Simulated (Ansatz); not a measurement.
# EuS (Fm-3m): equation of state

One table from this session's results is given with a row withheld; the runs are named, their logs left out.

The COD entry's cell or inner coordinates are ideal or old and differ from later refinements, so a difference from it is no clean test against experiment.

Program: Ansatz 0.2.0. Level of theory: DFT PBE+U (U_eff = 6 eV on Eu 4f), scalar-relativistic, plane waves, PAW. These are calculated values, not measurements.

### Starting point

It takes space group Fm-3m (No. 225, cubic). The conventional cell has a = 5.986 Å, b = 5.986 Å, c = 5.986 Å, α = 90.00°, β = 90.00°, γ = 90.00°. Around Eu (site symmetry m-3m) lie 6 S at 2.99 Å. S (site symmetry m-3m) is surrounded by 6 Eu at 2.99 Å.

Structure file:

```xyz
2
Lattice="0.0000 2.9931 2.9931 2.9931 0.0000 2.9931 2.9931 2.9931 0.0000" Properties=species:S:1:pos:R:3 pbc="T T T"
Eu    0.0000    0.0000    0.0000
S     2.9931    2.9931    2.9931
```

An earlier run at PBE+U (U_eff = 6 eV on Eu 4f) left this cell at 26.815 Å³/atom and 0.00 GPa (8×8×8 mesh).

Volume factors to run: 0.980, 1.020, 0.960, 1.040.

Set-up of the first run:

input.yaml

```yaml
crystal:
  lattice:
    - [0.0, 2.9730342808, 2.9730342808]
    - [2.9730342808, 0.0, 2.9730342808]
    - [2.9730342808, 2.9730342808, 0.0]
  atoms:
    - { symbol: Eu, position: [0.0, 0.0, 0.0], spin: 7.56 }
    - { symbol: S, position: [0.5, 0.5, 0.5] }
basis:
  ecutwfc: 420
  ecutrho_ratio: 4
kpoints:
  mp_grid: { grid: [8, 8, 8] }
hamiltonian:
  xc: pbe
  hubbard:
    sites:
      - { species: Eu, l: f, u_eff: 6.0, starting_ns: start.occupation_matrices }
    ns_hold: { iters: 6 }
scf:
  occupations: { method: gaussian, width: 0.05 }
  lower_state_search: "off"
output:
  forces: true
  stress: true
  eigenvalues: true
  populations: true
  hubbard: { sites: [{ species: Eu, l: f }] }
magnetization:
  spin_polarized: true
```

start.occupation_matrices holds the open shells' occupation matrices from the neighbouring geometry.

Run with:

```console
$ ansatz run input.yaml --threads 2 --pin off --max-ram 5120MiB --backend cpu --events-out ev --progress --plain --runs-dir out
```

Steps of the session up to this table: At 0.980 of the relaxed volume; Volume × 1.020; At 0.960 of the relaxed volume; At 1.040 of the relaxed volume.

One table of the session follows, with a row left open; its other results are not shown here.

It belongs to the step «Energy and pressure against volume». 

| volume (Å³/atom) | energy (meV/atom) | pressure (GPa) | gap (eV) |
| --- | --- | --- | --- |
| 25.742 | 7.06 | 2.19 | 0.56 |
| 26.278 | 1.70 | 1.04 | 0.67 |
| 26.815 | 0.00 | 0.00 | 0.78 |
| 27.351 | ? | ? | ? |
| 27.887 | 6.19 | -1.79 | 0.98 |

Q: Estimate the row for volume (Å³/atom) = 27.351 from the others.

Worked estimate for «energy (meV/atom)». A straight line through the neighbours (26.815, 0.00) and (27.887, 6.19) gives 0.00 + (6.19 − 0.00) × (27.351 − 26.815) / (27.887 − 26.815) = 3.09; a parabola fitted to 3 rows on both sides gives 1.50.

**Answer.** energy (meV/atom): 1.61; pressure (GPa): -0.94; gap (eV): 0.88. In «energy (meV/atom)» the line misses by +1.48 and the parabola by -0.11.

To keep in mind: Warnings in the runs' records: stability check not made.
